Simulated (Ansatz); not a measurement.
## Relaxing an invented BAs structure

Method: DFT PBE, scalar-relativistic, plane waves, PAW (Ansatz). Cutoff 420 eV, Gaussian smearing, Γ-centred meshes. Cell and atoms relax first on a coarse mesh and then on a converged one. In between, the cell is made exact in the group found at 0.06 Å. The steps can't lower the symmetry of their start. No spin polarisation.

A trial structure of BAs was built thus: 4-connected net, two elements alternating (P4_2/mnm, No. 136). Its size is a rough estimate.

```cif
data_structure
_symmetry_space_group_name_H-M 'P4_2/mnm'
_symmetry_Int_Tables_number 136
_cell_length_a 5.6137
_cell_length_b 5.6137
_cell_length_c 3.3692
_cell_angle_alpha 90.000
_cell_angle_beta 90.000
_cell_angle_gamma 90.000
_cell_volume 106.18
loop_
_atom_site_label
_atom_site_type_symbol
_atom_site_symmetry_multiplicity
_atom_site_Wyckoff_symbol
_atom_site_fract_x
_atom_site_fract_y
_atom_site_fract_z
_atom_site_occupancy
B1 B 4 f 0.68050 0.68050 0.00000 1
As1 As 4 g 0.81950 0.81950 0.50000 1
```

Formation energies are uncorrected and refer to the elements' standard structures at the same level.

Problem. Describe the relaxed structure.

Solution. The symmetry stays P4_2/mnm (No. 136). The volume per atom grows by 10.7 %, from 13.3 to 14.7 Å³. The shortest distance goes from 2.01 Å (B–As) to 2.06 Å (B–As). The energy falls by about 0.08 eV/atom (the start's value is from the coarse mesh). Conventional cell: a = 5.888 Å, c = 3.390 Å. B has 4 As at 2.06–2.11 Å; As is surrounded by 4 B at 2.06–2.11 Å.

```yaml
crystal:
  lattice:
    - [5.88834, 0.00000, 0.00000]
    - [0.00000, 5.88834, 0.00000]
    - [0.00000, 0.00000, 3.38959]
  atoms:
    - { symbol: B, position: [0.67727, 0.67727, 0.00000] }
    - { symbol: B, position: [0.17727, 0.82273, 0.50000] }
    - { symbol: B, position: [0.82273, 0.17727, 0.50000] }
    - { symbol: B, position: [0.32273, 0.32273, 0.00000] }
    - { symbol: As, position: [0.81861, 0.81861, 0.50000] }
    - { symbol: As, position: [0.18139, 0.18139, 0.50000] }
    - { symbol: As, position: [0.68139, 0.31861, 0.00000] }
    - { symbol: As, position: [0.31861, 0.68139, 0.00000] }
```

Problem. How does it come out in energy, and is it a metal?

Solution.

| Item | Value |
| --- | --- |
| Formation energy | +0.091 eV/atom |
| Gap on the 6×6×8 mesh of the 8-atom cell | 0.85 eV |

The separate elements lie lower, so it is unstable against them.

The last run used Gaussian smearing of 0.02 eV. Kohn–Sham gaps at this level usually fall short of measured ones. The reference form of As is held partly by dispersion forces, which this level lacks. A structure relaxed within its symmetry needn't be a true minimum. In all, the 3 runs took 53 s on 1 thread of Intel(R) Xeon(R) 6975P-C (Granite Rapids), on a shared host.
